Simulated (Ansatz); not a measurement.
# Sb (P6_3/mmc) in Ansatz: notebook

The runs below take Sb through single point, with LDA, PBEsol+D3(BJ), PBE.

Everything below comes from runs of Ansatz 0.2.0. Logs are shortened: lines on timing, memory, paths and dates and some standing lists are left out, and cuts for length are marked.

### 1 Starting point

It takes space group P6_3/mmc (No. 194, hexagonal). Conventional cell: a = 3.355 Å, b = 3.355 Å, c = 5.470 Å, α = 90.00°, β = 90.00°, γ = 120.00°. Sb (site symmetry -6m2) is surrounded by 12 Sb at 3.35 Å.

This isn't the form of Sb at room conditions, which is rhombohedral.

### 2 Single point, LDA

Input file input.yaml:

```yaml
crystal:
  lattice:
    - [3.3545324186, 0.0, 0.0]
    - [-1.6772662093, 2.9051102923, 0.0]
    - [0.0, 0.0, 5.47016065]
  atoms:
    - { symbol: Sb, position: [0.6666666667, 0.3333333333, 0.75] }
    - { symbol: Sb, position: [0.3333333333, 0.6666666667, 0.25] }
kpoints:
  mp_grid: { grid: [9, 9, 5] }
scf:
  occupations: { method: gaussian, width: 0.05 }
hamiltonian:
  xc: lda
  pseudopotentials: { kind: all_electron, lapw: { basis_error: 0.001 } }
output:
  forces: true
  stress: true
  eigenvalues: true
```

Potentials or basis: all-electron LAPW, scalar-relativistic.

Launch:

```bash
$ ansatz run input.yaml --threads 1 --pin off --max-ram 3072MiB --backend cpu --events-out ev --progress --plain --runs-dir out
```

Standard output:

```text
Warning: RAYON_NUM_THREADS=1 ignored (pool sized by the plan → 1); use --threads N
LAPW: plane waves up to 6.412 Å⁻¹, error target 1.0e-3 eV per atom; small_component_spin mean_spin; Sb in spheres of 1.676 Å, 23 of its electrons in bands, Dirac shells [] (how accurate: hamiltonian.pseudopotentials.lapw.basis_error, Limitations)
Engine: ansatz 0.2.0, aarch64-unknown-linux-gnu
Pseudopotentials: kind: all_electron
Pseudopotential: Sb, LAPW, valence charge 23, lapw/all_electron/scalar/gaussian/Sb, Koelling and Harmon's equation, gaussian nucleus
Functional definition: SPW92
  exchange = slater_x
  correlation = pw_c
Crystal: 2 atoms, lattice volume = 53.308 Å³
Basis set: ecut = 156.62906295283278 eV, 245 PW (Γ), exchange–correlation at level 2
Bands: 28, of which v1, the nominal top of the filled ones, is band 23 counted from 1 (22 counted from 0)
Symmetry: 24 space group operations
Space group: P63/mmc (ITA 194), of the structure as read, at distance tolerance 3.8e-5 Å
k-points: 36 of 405
Non-local potential: Sb, projectors of the file, none
Initial density: superposition of atomic densities (chi_scale 0.1, normalization cell)
Initial wavefunctions: plane waves of lowest kinetic energy (no species holds an atomic orbital)
Functional: x = slater, c = lda
iter 1 solved again at ethr=1.13e-5 eV; its pass at ethr=1.00e-1 eV (dr2=5.19e-3 eV) is discarded
SCF iter   1: F=—  HF=-352438.896841 eV  |F-HF|=—  |Δ(HF+E_count)|=         —  Δρ=4.00e-3  dr2=5.26e-3  ethr=1.13e-5  ⟨swp⟩=3.9  Hψ=7216  notcnv=0
preconditioner: auto → Kerker (q_TF=auto, 2.662 Å⁻¹)  [metal: Δε(μ)=0.043 eV  Ē_g=9.495 eV  σ=0.050 eV  W_gap=0.45  n_scr=22 (ndim 8)  ℏωp=16.1 eV  f_vac=0.000  D(μ)=2.26/eV (n_scr^D=22)]
SCF iter   2: F=—  HF=-352438.876496 eV  |F-HF|=—  |Δ(HF+E_count)|=   2.03e-2  Δρ=2.31e-3  dr2=2.17e-3  ethr=1.13e-5  ⟨swp⟩=2.1  Hψ=2986  notcnv=0
preconditioner: auto → Resta (q_TF=auto, 2.662 Å⁻¹)  ε∞=3.9  [insulator: Δε(μ)=0.055 eV  Ē_g=9.506 eV  σ=0.050 eV  W_gap=0.56  n_scr=22 (ndim 8)  ℏωp=16.1 eV  f_vac=0.000  D(μ)=2.05/eV (n_scr^D=22)  ε∞_Penn≈3.9]
SCF iter   3: F=—  HF=-352438.874516 eV  |F-HF|=—  |Δ(HF+E_count)|=   1.98e-3  Δρ=1.05e-3  dr2=5.40e-4  ethr=4.71e-6  ⟨swp⟩=2.0  Hψ=2985  notcnv=0
SCF iter   4: F=—  HF=-352438.874457 eV  |F-HF|=—  |Δ(HF+E_count)|=   5.82e-5  Δρ=4.56e-4  dr2=1.19e-4  ethr=1.17e-6  ⟨swp⟩=2.0  Hψ=2985  notcnv=0
iter 5 solved again at ethr=2.89e-9 eV; its pass at ethr=2.60e-7 eV (dr2=1.33e-6 eV) is discarded
SCF iter   5: F=—  HF=-352438.874475 eV  |F-HF|=—  |Δ(HF+E_count)|=   1.81e-5  Δρ=4.67e-5  dr2=1.32e-6  ethr=2.89e-9  ⟨swp⟩=2.0  Hψ=5033  notcnv=0
SCF iter   6: F=-352438.874476 eV  HF=-352438.874476 eV  |F-HF|=5.36e-9  |Δ(HF+E_count)|=   3.95e-8  Δρ=1.24e-5  dr2=8.23e-8  ethr=2.87e-9  ⟨swp⟩=2.0  Hψ=2984  notcnv=0
SCF 1 converged in 6 iterations: F = -352438.874476 eV  dr2 = 8.23e-8
SCF converged after 6 iterations
Free energy (F): -352438.874476 eV
Harris-Foulkes:  -352438.874476 eV  (|F-HF|=5.36e-9)
Internal energy: -352438.871992 eV  (E = F + TS)
E sigma→0 (E₀):  -352438.873234 eV
Entropy (-TS):   -0.002484 eV (-1.242 meV/atom)
Fermi energy:    14.383472 eV
--- Per-component energies (eV) ---
  E_band       = -1710.392334
  E_kinetic    = 371329.167254
  E_xc         = -8986.462102
  E_electrostatic = -714781.577144  (all electrons and nuclei)
  E_smearing   = -0.002484  (= −TS)
  E_closure    = 0.000000  (closes the sum)
  E_atoms      = -352429.757022  (free atoms, spherical and without spin; not in F)
  Σ components = -352438.874476   (vs F -352438.874476, Δ=0.00e0)
  Basis errors (estimates in eV, not in F): energy 2.0e-4 per atom: plane waves 2.0e-4 (1.0e-4 summed), levels above the bands 0.0e0, relativity 2.5e-9, radial functions 4.2e-6, core shells 3.3e-11; eigenvalues (radial functions only) 4.7e-6; not estimated: angular momenta, meshes, grids; target (lapw.basis_error) 1.0e-3; muffin-tin radii Sb 1.676 Å
--- Forces (eV/Å), atoms counted from 1 ---
  atom   1  Sb     0.00000000     0.00000000     0.00000000
  atom   2  Sb    -0.00000000    -0.00000000     0.00000000
  max |Σ_I F_I| component: 0.00e0 eV/Å
--- Stress (GPa, compression-positive) ---
       -2.648591      -0.000000       0.000000
        0.000000      -2.648591       0.000000
        0.000000       0.000000      -2.565254
  P = ⅓ Tr σ = -2.6208 GPa (-26.208 kbar)
--- Band table (eV; the first three rows and the last of 36) ---
  k-point 0: bands = ["-129.4703", "-129.4702", "-82.6010", "-82.5995", "-82.5915", "-82.5915", "-82.5912", "-82.5912", "-14.6712", "-14.6618", "-14.6529", "-14.6529", "-14.6484", "-14.6484", "-14.6431", "-14.6431", "-14.5904", "-14.5904", "1.4624", "5.2489", "8.6585", "18.0359", "18.0359", "19.6689", "19.6689", "19.8879", "22.4332", "23.6814"]
  k-point 1: bands = ["-129.4703", "-129.4702", "-82.6008", "-82.5996", "-82.5915", "-82.5915", "-82.5912", "-82.5912", "-14.6701", "-14.6625", "-14.6581", "-14.6581", "-14.6509", "-14.6509", "-14.6324", "-14.6324", "-14.5934", "-14.5934", "1.6619", "4.4420", "9.8688", "18.1369", "18.1821", "18.1821", "19.5175", "19.5175", "22.5828", "23.9652"]
  k-point 2: bands = ["-129.4703", "-129.4703", "-82.6005", "-82.6000", "-82.5914", "-82.5914", "-82.5913", "-82.5913", "-14.6675", "-14.6646", "-14.6599", "-14.6599", "-14.6563", "-14.6563", "-14.6163", "-14.6163", "-14.6023", "-14.6023", "2.2560", "3.2204", "12.2832", "15.1599", "18.5807", "18.5807", "19.0986", "19.0986", "23.0350", "23.7903"]
  k-point 35: bands = ["-129.4702", "-129.4702", "-82.6001", "-82.6001", "-82.5923", "-82.5922", "-82.5922", "-82.5921", "-14.6691", "-14.6691", "-14.6540", "-14.6247", "-14.6142", "-14.6139", "-14.6139", "-14.6099", "-14.5900", "-14.5900", "6.4999", "6.4999", "10.3506", "10.3506", "10.8425", "11.7697", "17.0874", "17.0874", "21.3121", "22.7130"]
```

Run time: 5.5 s. Hardware: 1 thread of Arm Neoverse V2, shared host; peak memory 0.27 GiB.

Results:

```
Free energy            : -352438.8745 eV
Pressure               : -2.6 GPa
Band gap on the k mesh : none (metal or under the smearing width)
```

Stress tensor (GPa, compression positive):
```
-2.65  0.00  0.00
 0.00 -2.65  0.00
 0.00  0.00 -2.57
```

The run has no spin-orbit coupling, so splittings on Sb are missing.

### 3 Single point, PBEsol+D3(BJ)

input.yaml, as its differences from that of step 2:

```diff
@@ -11,5 +11,6 @@
 scf:
-  occupations: { method: gaussian, width: 0.05 }
+  occupations: { method: gaussian, width: 0.01 }
 hamiltonian:
-  xc: lda
+  xc: pbesol
+  dispersion: d3bj
   pseudopotentials: { kind: all_electron, lapw: { basis_error: 0.001 } }
```

Potentials or basis: all-electron LAPW, scalar-relativistic.

Launch:

```bash
$ ansatz run input.yaml --threads 1 --pin off --max-ram 3072MiB --backend cpu --events-out ev --progress --plain --runs-dir out
```

Run time: 5.3 s. Hardware: 1 thread of Arm Neoverse V2, shared host; peak memory 0.28 GiB.

Results (log left out):

* Free energy: -352584.1943 eV
* Pressure: -4.8 GPa
* Band gap on the k mesh: none (metal or under the smearing width)

Stress tensor (GPa, compression positive):
```
-4.98  0.00  0.00
 0.00 -4.98  0.00
 0.00  0.00 -4.31
```

Levels at points of the mesh, in eV from the Fermi level:
```
           k point  band 19  band 20  band 21  band 22  band 23  band 24  band 25  band 26  band 27  band 28
(0.00, 0.00, 0.00)   -12.88    -9.04    -5.75     3.73     3.73     5.38     5.38     5.62     8.00     9.21
```

Caveat: pairwise dispersion overbinds metals, which lowers pressure and volume.

### 4 Single point, PBE

input.yaml, as its differences from that of step 3:

```diff
@@ -11,6 +11,5 @@
 scf:
-  occupations: { method: gaussian, width: 0.01 }
+  occupations: { method: gaussian, width: 0.1 }
 hamiltonian:
-  xc: pbesol
-  dispersion: d3bj
+  xc: pbe
   pseudopotentials: { kind: all_electron, lapw: { basis_error: 0.001 } }
```

Potentials or basis: all-electron LAPW, scalar-relativistic.

Launch:

```bash
$ ansatz run input.yaml --threads 1 --pin off --max-ram 3072MiB --backend cpu --events-out ev --progress --plain --runs-dir out
```

Standard output:

```text
Warning: RAYON_NUM_THREADS=1 ignored (pool sized by the plan → 1); use --threads N
LAPW: plane waves up to 6.405 Å⁻¹, error target 1.0e-3 eV per atom; small_component_spin mean_spin; Sb in spheres of 1.676 Å, 23 of its electrons in bands, Dirac shells [] (how accurate: hamiltonian.pseudopotentials.lapw.basis_error, Limitations)
[... 3 set-up lines as earlier in the session ...]
Functional definition: PBE
  parameter kappa = 0.804
  parameter beta = 0.06672455060314922
  exchange = pbe_x(kappa = kappa, mu = beta*pi^2/3)
  correlation = pbe_c(beta = beta)
Crystal: 2 atoms, lattice volume = 53.308 Å³
Basis set: ecut = 156.3079702376159 eV, 245 PW (Γ), exchange–correlation at level 2
Bands: 28, of which v1, the nominal top of the filled ones, is band 23 counted from 1 (22 counted from 0)
[... 2 set-up lines as earlier in the session ...]
k-points: 36 of 405
[... 3 set-up lines as earlier in the session ...]
Functional: x = pbe(κ = 0.804, μ = 0.2195149727645171), c = pbe(β = 0.06672455060314922)
iter 1 solved again at ethr=1.28e-5 eV; its pass at ethr=1.00e-1 eV (dr2=5.87e-3 eV) is discarded
SCF iter   1: F=—  HF=-352735.835254 eV  |F-HF|=—  |Δ(HF+E_count)|=         —  Δρ=4.25e-3  dr2=5.96e-3  ethr=1.28e-5  ⟨swp⟩=3.8  Hψ=7184  notcnv=0
preconditioner: auto → Kerker (q_TF=auto, 2.662 Å⁻¹)  [metal: Δε(μ)=0.039 eV  Ē_g=9.461 eV  σ=0.100 eV  W_gap=0.22  n_scr=22 (ndim 8)  ℏωp=16.1 eV  f_vac=0.000  D(μ)=1.73/eV (n_scr^D=10)]
SCF iter   2: F=—  HF=-352735.821372 eV  |F-HF|=—  |Δ(HF+E_count)|=   1.39e-2  Δρ=2.54e-3  dr2=2.58e-3  ethr=1.28e-5  ⟨swp⟩=2.0  Hψ=2985  notcnv=0
SCF iter   3: F=—  HF=-352735.820684 eV  |F-HF|=—  |Δ(HF+E_count)|=   6.88e-4  Δρ=1.22e-3  dr2=7.72e-4  ethr=5.60e-6  ⟨swp⟩=2.0  Hψ=2985  notcnv=0
SCF iter   4: F=—  HF=-352735.820762 eV  |F-HF|=—  |Δ(HF+E_count)|=   7.87e-5  Δρ=6.36e-4  dr2=2.50e-4  ethr=1.68e-6  ⟨swp⟩=2.0  Hψ=2984  notcnv=0
iter 5 solved again at ethr=1.98e-8 eV; its pass at ethr=5.44e-7 eV (dr2=9.11e-6 eV) is discarded
SCF iter   5: F=—  HF=-352735.820857 eV  |F-HF|=—  |Δ(HF+E_count)|=   9.42e-5  Δρ=1.17e-4  dr2=9.08e-6  ethr=1.98e-8  ⟨swp⟩=2.0  Hψ=5037  notcnv=0
SCF iter   6: F=—  HF=-352735.820858 eV  |F-HF|=—  |Δ(HF+E_count)|=   1.60e-6  Δρ=3.35e-5  dr2=4.93e-7  ethr=1.97e-8  ⟨swp⟩=2.0  Hψ=2984  notcnv=0
SCF iter   7: F=-352735.820858 eV  HF=-352735.820858 eV  |F-HF|=1.26e-8  |Δ(HF+E_count)|=   2.27e-7  Δρ=8.00e-6  dr2=4.05e-8  ethr=1.07e-9  ⟨swp⟩=2.9  Hψ=3045  notcnv=0
SCF 1 converged in 7 iterations: F = -352735.820858 eV  dr2 = 4.05e-8
SCF converged after 7 iterations
Free energy (F): -352735.820858 eV
Harris-Foulkes:  -352735.820858 eV  (|F-HF|=1.26e-8)
Internal energy: -352735.812167 eV  (E = F + TS)
E sigma→0 (E₀):  -352735.816512 eV
Entropy (-TS):   -0.008692 eV (-4.346 meV/atom)
Fermi energy:    14.729539 eV
--- Per-component energies (eV) ---
  E_band       = -1705.676384
  E_kinetic    = 371743.154652
  E_xc         = -9287.476540
  E_electrostatic = -715191.490279  (all electrons and nuclei)
  E_smearing   = -0.008692  (= −TS)
  E_closure    = 0.000000  (closes the sum)
  E_atoms      = -352728.128962  (free atoms, spherical and without spin; not in F)
  Σ components = -352735.820858   (vs F -352735.820858, Δ=0.00e0)
  Basis errors (estimates in eV, not in F): energy 2.2e-4 per atom: plane waves 2.2e-4 (1.1e-4 summed), levels above the bands 0.0e0, relativity 2.3e-8, radial functions 4.6e-6, core shells 3.2e-11; eigenvalues (radial functions only) 4.7e-6; not estimated: angular momenta, meshes, grids; target (lapw.basis_error) 1.0e-3; muffin-tin radii Sb 1.676 Å
--- Forces (eV/Å), atoms counted from 1 ---
  atom   1  Sb     0.00000000     0.00000000     0.00000000
  atom   2  Sb    -0.00000000    -0.00000000     0.00000000
  max |Σ_I F_I| component: 4.63e-18 eV/Å
--- Stress (GPa, compression-positive) ---
        1.542743      -0.000000       0.000000
       -0.000000       1.542743       0.000000
        0.000000       0.000000       1.354493
  P = ⅓ Tr σ = 1.4800 GPa (14.800 kbar)
--- Band table (eV; the first three rows and the last of 36) ---
  k-point 0: bands = ["-129.7063", "-129.7062", "-82.6816", "-82.6801", "-82.6723", "-82.6723", "-82.6720", "-82.6720", "-14.5158", "-14.5065", "-14.4980", "-14.4980", "-14.4936", "-14.4936", "-14.4887", "-14.4887", "-14.4371", "-14.4371", "1.8224", "5.6614", "8.9482", "18.4337", "18.4337", "20.0864", "20.0864", "20.3241", "22.6978", "23.9096"]
  k-point 1: bands = ["-129.7063", "-129.7062", "-82.6815", "-82.6803", "-82.6723", "-82.6723", "-82.6721", "-82.6721", "-14.5148", "-14.5073", "-14.5032", "-14.5032", "-14.4961", "-14.4961", "-14.4781", "-14.4781", "-14.4400", "-14.4400", "2.0229", "4.8298", "10.1849", "18.5282", "18.5824", "18.5824", "19.9364", "19.9364", "22.8470", "24.2086"]
  k-point 2: bands = ["-129.7063", "-129.7062", "-82.6811", "-82.6807", "-82.6722", "-82.6722", "-82.6721", "-82.6721", "-14.5122", "-14.5094", "-14.5049", "-14.5049", "-14.5013", "-14.5013", "-14.4624", "-14.4624", "-14.4487", "-14.4487", "2.6202", "3.5916", "12.6218", "15.5185", "18.9882", "18.9882", "19.5147", "19.5147", "23.2975", "24.0484"]
  k-point 35: bands = ["-129.7062", "-129.7062", "-82.6808", "-82.6808", "-82.6730", "-82.6730", "-82.6730", "-82.6729", "-14.5140", "-14.5140", "-14.4994", "-14.4707", "-14.4601", "-14.4598", "-14.4598", "-14.4559", "-14.4363", "-14.4363", "6.9417", "6.9417", "10.6481", "10.6481", "11.1358", "12.0682", "17.4650", "17.4650", "21.5582", "22.9697"]
```

Wall time 5.2 s (1 thread of Arm Neoverse V2, shared host); peak memory 0.27 GiB.

Results:

| Property | Result |
| --- | --- |
| Free energy | -352735.8209 eV |
| Pressure | 1.5 GPa |
| Band gap on the k mesh | none (metal or under the smearing width) |

### 5 Single point, PBE

input.yaml, as its differences from that of step 4:

```diff
@@ -11,3 +11,3 @@
 scf:
-  occupations: { method: gaussian, width: 0.1 }
+  occupations: { method: gaussian, width: 0.05 }
 hamiltonian:
```

Launch:

```bash
$ ansatz run input.yaml --threads 1 --pin off --max-ram 3072MiB --backend cpu --events-out ev --progress --plain --runs-dir out
```

Wall time 5.4 s (1 thread of Arm Neoverse V2, shared host); peak memory 0.26 GiB.

Results (log left out):

```
Free energy            : -352735.8170 eV
Pressure               : 1.5 GPa
Band gap on the k mesh : none (metal or under the smearing width)
```

Stress tensor (GPa, compression positive):
```
1.39 0.00 0.00
0.00 1.39 0.00
0.00 0.00 1.65
```

Levels at points of the mesh, in eV from the Fermi level:
| k point | band 21 | band 22 | band 23 | band 24 | band 25 | band 26 |
| --- | --- | --- | --- | --- | --- | --- |
| (0.00, 0.00, 0.00) | -5.77 | 3.72 | 3.72 | 5.37 | 5.37 | 5.61 |

### 6 Summary

| level | cutoff (eV) | smearing | gap on the mesh (eV) | pressure (GPa) |
| --- | --- | --- | --- | --- |
| LDA | 157 | gaussian 0.05 eV | none | -2.6 |
| PBEsol+D3(BJ) | 156 | gaussian 0.01 eV | none | -4.8 |
| PBE | 156 | gaussian 0.1 eV | none | 1.5 |
| PBE | 156 | gaussian 0.05 eV | none | 1.5 |

Alike in all rows: task single point; potentials or basis all-electron LAPW, scalar-relativistic; no spin polarisation; cell as given; k mesh 9 × 9 × 5; basis error allowed 0.001 eV/atom.

Every run on the cell as given and a fine mesh finds a metal. The pressure there spans -4.8 GPa (PBEsol+D3(BJ)) to 1.5 GPa (PBE); a positive pressure means that this level wants a larger cell, a negative one a smaller.

Caveats: pairwise dispersion overbinds metals, which lowers pressure and volume (some runs).

Compare energies only between runs with the same functional and basis.
